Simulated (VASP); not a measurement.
# Cs2AgBiBr6 (Fm-3m) in VASP: notebook

The runs below take Cs2AgBiBr6 through relaxation of cell and atoms, with PBEsol.

Everything below comes from runs of VASP 6.6.1. Logs are shortened: lines on timing, memory, paths and dates and some standing lists are left out, and cuts for length are marked.

## (1) The structure

Symmetry: Fm-3m, No. 225, cubic system. The conventional cell has a = 11.232 Å, b = 11.232 Å, c = 11.232 Å, α = 90.00°, β = 90.00°, γ = 90.00°. Cs (site symmetry -43m) has 12 Br at 3.97 Å as nearest neighbours. Ag (site symmetry m-3m) has 6 Br at 2.80 Å as nearest neighbours. Around Bi (site symmetry m-3m) lie 6 Br at 2.81 Å. Br (site symmetry 4mm) has 1 Ag at 2.80 Å and 1 Bi at 2.81 Å as nearest neighbours.

## (2) Relaxation of cell and atoms, PBEsol

Contents of INCAR:

```
SYSTEM = Cs2AgBiBr6
PREC = Accurate
ENCUT = 600
EDIFF = 1E-6
ISMEAR = 0
SIGMA = 0.03
LREAL = .FALSE.
LASPH = .TRUE.
NELM = 80
ALGO = Normal
ISIF = 3
LWAVE = .FALSE.
LCHARG = .FALSE.
GGA = PS
IBRION = 2
NSW = 90
EDIFFG = -0.01
KPAR = 2
```

Contents of KPOINTS:

```
regular mesh
0
G
  4 4 4
  0 0 0
```

Contents of POSCAR:

```
Cs2AgBiBr6
1.0
    0.0000000000      5.6161000000      5.6161000000
    5.6161000000      0.0000000000      5.6161000000
    5.6161000000      5.6161000000      0.0000000000
Cs Ag Bi Br
2 1 1 6
Direct
    0.2500000000      0.2500000000      0.2500000000
    0.7500000000      0.7500000000      0.7500000000
    0.5000000000      0.5000000000      0.5000000000
    0.0000000000      0.0000000000      0.0000000000
    0.2505500000      0.7494500000      0.2505500000
    0.2505500000      0.7494500000      0.7494500000
    0.7494500000      0.2505500000      0.7494500000
    0.7494500000      0.2505500000      0.2505500000
    0.2505500000      0.2505500000      0.7494500000
    0.7494500000      0.7494500000      0.2505500000
```

Potentials or basis: VASP PAW PBE potentials, release 64 (Cs_sv, Ag, Bi_d, Br).

The run is started by

```
$ cat potpaw_PBE.64/Cs_sv/POTCAR potpaw_PBE.64/Ag/POTCAR potpaw_PBE.64/Bi_d/POTCAR potpaw_PBE.64/Br/POTCAR > POTCAR
$ mpirun -np 2 vasp_std > vasp.out
```

OUTCAR:

```text
SYSTEM = Cs2AgBiBr6
   PREC = Accurate
   ENCUT = 600
   EDIFF = 1E-6
   ISMEAR = 0
   LREAL = .FALSE.
   LASPH = .TRUE.
   NELM = 80
   ISIF = 3
   GGA = PS
   IBRION = 2
   NSW = 90
   EDIFFG = -0.01

 ion  position               nearest neighbor table
   1  0.250  0.250  0.250-
   2  0.750  0.750  0.750-
   3  0.500  0.500  0.500-   5 2.80   6 2.80   7 2.80   8 2.80   9 2.80  10 2.80
   4  0.000  0.000  0.000-   5 2.81   6 2.81   7 2.81   8 2.81   9 2.81  10 2.81
   5  0.251  0.749  0.251-   3 2.80   4 2.81
   6  0.251  0.749  0.749-   3 2.80   4 2.81
   7  0.749  0.251  0.749-   3 2.80   4 2.81
   8  0.749  0.251  0.251-   3 2.80   4 2.81
   9  0.251  0.251  0.749-   3 2.80   4 2.81
  10  0.749  0.749  0.251-   3 2.80   4 2.81

  LATTYP: Found a face centered cubic cell.
 ALAT       =    11.2322000000

  Lattice vectors:

 A1 = (   0.0000000000,   5.6161000000,   5.6161000000)
 A2 = (   5.6161000000,   0.0000000000,   5.6161000000)
 A3 = (   5.6161000000,   5.6161000000,   0.0000000000)

Analysis of symmetry for initial positions (statically):
=====================================================================
 Subroutine PRICEL returns:
 Original cell was already a primitive cell.

 Routine SETGRP: Setting up the symmetry group for a
 face centered cubic supercell.

 Subroutine GETGRP returns: Found 48 space group operations
 (whereof 48 operations were pure point group operations)
 out of a pool of 48 trial point group operations.

The static configuration has the point symmetry O_h .

Analysis of symmetry for dynamics (positions and initial velocities):
=====================================================================
 Subroutine PRICEL returns:
 Original cell was already a primitive cell.

 Routine SETGRP: Setting up the symmetry group for a
 face centered cubic supercell.

 Subroutine GETGRP returns: Found 48 space group operations
 (whereof 48 operations were pure point group operations)
 out of a pool of 48 trial point group operations.

The dynamic configuration has the point symmetry O_h .

 Subroutine INISYM returns: Found 48 space group operations
 (whereof 48 operations are pure point group operations),
 and found     1 'primitive' translations

----------------------------------------------------------------------------------------

                                     Primitive cell

  volume of cell :     354.2701

  direct lattice vectors                    reciprocal lattice vectors
     0.000000000  5.616100000  5.616100000    -0.089029754  0.089029754  0.089029754
     5.616100000  0.000000000  5.616100000     0.089029754 -0.089029754  0.089029754
     5.616100000  5.616100000  0.000000000     0.089029754  0.089029754 -0.089029754

  length of vectors
     7.942364788  7.942364788  7.942364788     0.154204057  0.154204057  0.154204057

  position of ions in fractional coordinates (direct lattice)
     0.250000000  0.250000000  0.250000000
     0.750000000  0.750000000  0.750000000
     0.500000000  0.500000000  0.500000000
     0.000000000  0.000000000  0.000000000
     0.250550000  0.749450000  0.250550000
     0.250550000  0.749450000  0.749450000
     0.749450000  0.250550000  0.749450000
     0.749450000  0.250550000  0.250550000
     0.250550000  0.250550000  0.749450000
     0.749450000  0.749450000  0.250550000

  ion indices of the primitive-cell ions
   primitive index   ion index
                 1           1
                 2           2
                 3           3
                 4           4
                 5           5
                 6           6
                 7           7
                 8           8
                 9           9
                10          10

----------------------------------------------------------------------------------------

 KPOINTS: regular mesh

Automatic generation of k-mesh.
 Grid dimensions read from file:
 generate k-points for:    4    4    4

 Generating k-lattice:

  Cartesian coordinates                     Fractional coordinates (reciprocal lattice)
    -0.022257438  0.022257438  0.022257438     0.250000000  0.000000000  0.000000000
     0.022257438 -0.022257438  0.022257438     0.000000000  0.250000000  0.000000000
     0.022257438  0.022257438 -0.022257438     0.000000000  0.000000000  0.250000000

  Length of vectors
     0.038551014  0.038551014  0.038551014

  Shift w.r.t. Gamma in fractional coordinates (k-lattice)
     0.000000000  0.000000000  0.000000000

 Subroutine IBZKPT returns following result:
 ===========================================

 Found      8 irreducible k-points:

 Following reciprocal coordinates:
            Coordinates               Weight
  0.000000  0.000000  0.000000      1.000000
  0.250000  0.000000  0.000000      8.000000
  0.500000  0.000000  0.000000      4.000000
  0.250000  0.250000  0.000000      6.000000
  0.500000  0.250000  0.000000     24.000000
 -0.250000  0.250000  0.000000     12.000000
  0.500000  0.500000  0.000000      3.000000
 -0.250000  0.500000  0.250000      6.000000
   k-points           NKPTS =      8   k-points in BZ     NKDIM =      8   number of bands    NBANDS=     51
   number of dos      NEDOS =    301   number of ions     NIONS =     10
   total plane-waves  NPLWV = 262144
   dimension x,y,z NGX =    64 NGY =   64 NGZ =   64
   dimension x,y,z NGXF=   128 NGYF=  128 NGZF=  128
   ions per type =               2   1   1   6
   NGX,Y,Z   is equivalent  to a cutoff of  13.40, 13.40, 13.40 a.u.
   NGXF,Y,Z  is equivalent  to a cutoff of  26.79, 26.79, 26.79 a.u.
 SYSTEM =  Cs2AgBiBr6
   PREC   = accura    normal or accurate (medium, high low for compatibility)
   ISTART =      0    job   : 0-new  1-cont  2-samecut
   ICHARG =      2    charge: 1-file 2-atom 10-const
   ISPIN  =      1    spin polarized calculation?
   LNONCOLLINEAR =      F non collinear calculations
   LSORBIT =      F    spin-orbit coupling
   LASPH  =      T    aspherical Exc in radial PAW
   ENCUT  =  600.0 eV  44.10 Ry    6.64 a.u.  15.86 15.86 15.86*2*pi/ulx,y,z
   NELM   =     80;   NELMIN=  2; NELMDL= -5     # of ELM steps
   EDIFF  = 0.1E-05   stopping-criterion for ELM
   LREAL  =      F    real-space projection
   EDIFFG = -.1E-01   stopping-criterion for IOM
   NSW    =     90    number of steps for IOM
   IBRION =      2    ionic relax: 0-MD 1-quasi-New 2-CG
   NFREE  =      1    steps in history (QN), initial steepest desc. (CG)
   ISIF   =      3    stress and relaxation
   ISYM   =      2    0-nonsym 1-usesym 2-fastsym
   POTIM  = 0.5000    time-step for ionic-motion
   TEBEG  =    0.0;   TEEND  =   0.0 temperature during run
   PSTRESS=    0.0 pullay stress
   NELECT =      86.0000    total number of electrons
   NUPDOWN=      -1.0000    fix difference up-down
   EMIN   =  10.00;   EMAX   =-10.00  energy-range for DOS
   EFERMI =   0.00;   METHOD = LEGACY
   ISMEAR =     0;   SIGMA  =   0.03  broadening in eV -4-tet -1-fermi 0-gaus
   EFERMI_NEDOS =   21; number of points for ismear=-14 and -15
   IALGO  =     38    algorithm
   IMIX   =      4    mixing-type and parameters
     AMIX     =   0.40;   BMIX     =  1.00
     AMIX_MAG =   1.60;   BMIX_MAG =  1.00
  volume/ion in A,a.u.               =      35.43       239.07
  Fermi-wavevector in a.u.,A,eV,Ry     =   1.021244  1.929871 14.190049  1.042939
  Thomas-Fermi vector in A             =   2.154858
   LORBIT       =      0    0 simple, 1 ext, 2 COOP (PROOUT), +10 PAW based schemes
   GGA     = PS    functional components
   LHFCALC =     F    Hartree Fock is set to
   AEXX    =    0.0000 exact exchange contribution
   IVDW    =     0    specifies the selected vdW correction
   LEPSILON=     F    determine dielectric tensor
   LRPA    =     F    only Hartree local field effects (RPA)
 conjugate gradient relaxation of ions
 non-spin polarized calculation
 Gauss-broadening in eV      SIGMA  =   0.03
  energy-cutoff  :      600.00
  volume of cell :      354.27
 maximum number of plane-waves:     11858
   NGX = 31   NGY = 31   NGZ = 31

--------------------------------------- Ionic step        1  -------------------------------------------

 number of electron      85.9999996 magnetization

 Free energy of the ion-electron system (eV)
  ---------------------------------------------------
  ext. energy  EPLUGINS =         0.00000000
  ---------------------------------------------------
  free energy    TOTEN  =       -31.79356724 eV

  energy without entropy =      -31.79356724  energy(sigma->0) =      -31.79356724

------------------------ aborting loop because EDIFF is reached ----------------------------------------

  FORCE on cell =-STRESS in cart. coord.  units (eV):
  Direction    XX          YY          ZZ          XY          YZ          ZX
  --------------------------------------------------------------------------------------
  -------------------------------------------------------------------------------------
  Total       -0.0149354     -0.0149354     -0.0149354      0.0000000      0.0000000     -0.0000000
  in kB       -0.0675450     -0.0675450     -0.0675450      0.0000000      0.0000000     -0.0000000
  external PRESSURE =      -0.0675450 kB  Pullay stress =       0.0000000 kB
[... 117 lines left out ...]
  energy  without entropy=      -31.8260006894  energy(sigma->0) =      -31.82600069

--------------------------------------- Ionic step        4  -------------------------------------------

 number of electron      86.0000004 magnetization

 Free energy of the ion-electron system (eV)
  ---------------------------------------------------
  ext. energy  EPLUGINS =         0.00000000
  ---------------------------------------------------
  free energy    TOTEN  =       -31.82943666 eV

  energy without entropy =      -31.82943666  energy(sigma->0) =      -31.82943666

 E-fermi :   1.5882     XC(G=0):  -8.4211

 val. band max:        1.4420950874   @ k =   0.5000   0.5000   0.0000
 cond. band min:       2.5384691154   @ k =   0.5000   0.0000   0.0000
 fundamental gap:      1.0963740280
 Fermi energy:         1.5881856982

 k-point     1 :       0.0000    0.0000    0.0000
  band No.  band energies     occupation
      1     -21.6547      2.00000
      2     -21.6547      2.00000
      3     -21.6172      2.00000
      4     -21.6172      2.00000
      5     -21.6172      2.00000
      6     -19.3374      2.00000
[... 458 lines left out ...]
  FREE ENERGIE OF THE ION-ELECTRON SYSTEM (eV)
  ---------------------------------------------------
  free  energy   TOTEN  =       -31.8294366615 eV

  energy  without entropy=      -31.8294366615  energy(sigma->0) =      -31.82943666

 reached required accuracy - stopping structural energy minimisation
```

Wall time 4.9 min (2 MPI ranks of Intel Xeon Platinum 8488C (Sapphire Rapids), shared host); peak memory 0.73 GiB.

Results:

* Free energy: -31.8294 eV
* Relaxed volume: 35.00 Å³/atom
* Relaxed cell: a = 7.911 Å, b = 7.911 Å, c = 7.911 Å, α = 60.00°, β = 60.00°, γ = 60.00°
* Space group after relaxing (to 0.05 Å): Fm-3m (No. 225)
* Energy gained by relaxing: 3.6 meV/atom
* Ionic steps: 4
* Pressure after relaxing: 0.0 GPa
* Band gap on the k mesh: 1.10 eV, indirect (least direct gap 2.33 eV)

Step by step:
```
step  energy change (eV)  largest force (eV/Å)  pressure (GPa)  volume (Å³)
   1              0.0000                0.3080           -0.01       354.27
   2             -0.0216                0.1759           -0.14       354.19
   3             -0.0324                0.0026           -0.28       354.09
   4             -0.0359                0.0012            0.02       350.03
```

Final structure:
```cif
data_structure
_symmetry_space_group_name_H-M 'P 1'
_symmetry_Int_Tables_number 1
_cell_length_a 7.9106
_cell_length_b 7.9106
_cell_length_c 7.9106
_cell_angle_alpha 60.000
_cell_angle_beta 60.000
_cell_angle_gamma 60.000
_cell_volume 350.03
loop_
_atom_site_label
_atom_site_type_symbol
_atom_site_fract_x
_atom_site_fract_y
_atom_site_fract_z
_atom_site_occupancy
Cs1 Cs 0.25000 0.25000 0.25000 1
Cs2 Cs 0.75000 0.75000 0.75000 1
Ag1 Ag 0.50000 0.50000 0.50000 1
Bi1 Bi 0.00000 0.00000 0.00000 1
Br1 Br 0.25399 0.74601 0.25399 1
Br2 Br 0.25399 0.74601 0.74601 1
Br3 Br 0.74601 0.25399 0.74601 1
Br4 Br 0.74601 0.25399 0.25399 1
Br5 Br 0.25399 0.25399 0.74601 1
Br6 Br 0.74601 0.74601 0.25399 1
```

Levels at points of the mesh, in eV from the valence-band top:
```csv
k point,band 39,band 40,band 41,band 42,band 43,band 44,band 45,band 46,band 47,band 48
"(0.00, 0.00, 0.00)",-1.25,-1.25,-1.25,-0.63,-0.63,2.06,2.06,2.06,3.45,4.35
"(0.50, 0.00, 0.00)",-1.58,-1.58,-1.54,-1.26,-1.26,1.10,3.52,3.52,4.80,4.91
"(0.50, 0.50, 0.00)",-1.63,-1.63,-1.27,-0.64,0.00,2.58,2.58,2.95,4.48,5.12
```

Caveat: the PAW data sets were made with another functional, which shifts forces and pressure a little; spin-orbit coupling is left out, which as a rule narrows the gap of such compounds by several tenths of an eV. Expect the measured gap to be larger: semilocal functionals such as PBEsol lack the derivative discontinuity.

## (3) Relaxation of cell and atoms, PBEsol

This run uses another cell than the first one, of 35.00 Å³/atom, 0.988 times its volume.

Changes to INCAR since step 2:

```diff
@@ -3,3 +3,3 @@
 ENCUT = 600
-EDIFF = 1E-6
+EDIFF = 1E-7
 ISMEAR = 0
@@ -16,3 +16,3 @@
 NSW = 90
-EDIFFG = -0.01
+EDIFFG = -0.005
 KPAR = 2
```

KPOINTS is that of step 2.

Contents of POSCAR:

```
Cs2AgBiBr6                              
1.0
   -0.0000000000      5.5936098691      5.5936098691
    5.5936098691     -0.0000000000      5.5936098691
    5.5936098691      5.5936098691      0.0000000000
  Cs              Ag              Bi              Br            
     2     1     1     6
Direct
     0.2500000000000000    0.2500000000000000    0.2500000000000000
     0.7500000000000000    0.7500000000000000    0.7500000000000000
     0.5000000000000000    0.5000000000000000    0.5000000000000000
     0.0000000000000000    0.0000000000000000    1.0000000000000000
     0.2539881987594058    0.7460118012405942    0.2539881987594058
     0.2539881987594058    0.7460118012405942    0.7460118012405942
     0.7460118012405942    0.2539881987594058    0.7460118012405942
     0.7460118012405942    0.2539881987594058    0.2539881987594058
     0.2539881987594058    0.2539881987594058    0.7460118012405942
     0.7460118012405942    0.7460118012405942    0.2539881987594058
```

Potentials or basis: VASP PAW PBE potentials, release 64 (Cs_sv, Ag, Bi_d, Br).

The run is started by

```
$ cat potpaw_PBE.64/Cs_sv/POTCAR potpaw_PBE.64/Ag/POTCAR potpaw_PBE.64/Bi_d/POTCAR potpaw_PBE.64/Br/POTCAR > POTCAR
$ mpirun -np 2 vasp_std > vasp.out
```

It took 1.9 min on 2 MPI ranks of Intel Xeon Platinum 8488C (Sapphire Rapids), shared host; peak memory 0.68 GiB.

The run converged. Its results:

```yaml
Free_energy: -31.8290 eV
Pressure_after_relaxing: 0.0 GPa
Band_gap_on_the_k_mesh: 1.10 eV, indirect (least direct gap 2.33 eV)
```

Final structure:
```xyz
10
Lattice="0.0000 5.5936 5.5936 5.5936 0.0000 5.5936 5.5936 5.5936 0.0000" Properties=species:S:1:pos:R:3 pbc="T T T"
Cs    2.7968    2.7968    2.7968
Cs    8.3904    8.3904    8.3904
Ag    5.5936    5.5936    5.5936
Bi    0.0000    0.0000    0.0000
Br    5.5936    2.8414    5.5936
Br    8.3458    5.5936    5.5936
Br    5.5936    8.3458    5.5936
Br    2.8414    5.5936    5.5936
Br    5.5936    5.5936    2.8414
Br    5.5936    5.5936    8.3458
```

Levels at points of the mesh, in eV from the valence-band top:
```tsv
k point	band 41	band 42	band 43	band 44	band 45	band 46
(0.00, 0.00, 0.00)	-1.25	-0.63	-0.63	2.06	2.06	2.06
(0.50, 0.00, 0.00)	-1.54	-1.26	-1.26	1.10	3.52	3.52
(0.50, 0.50, 0.00)	-1.27	-0.64	0.00	2.58	2.58	2.95
```

Caveat: the relaxation stopped at its first step, so nothing moved; the PAW data sets were made with another functional, which shifts forces and pressure a little; spin-orbit coupling is left out, which as a rule narrows the gap of such compounds by several tenths of an eV. A k mesh can miss the band edges.
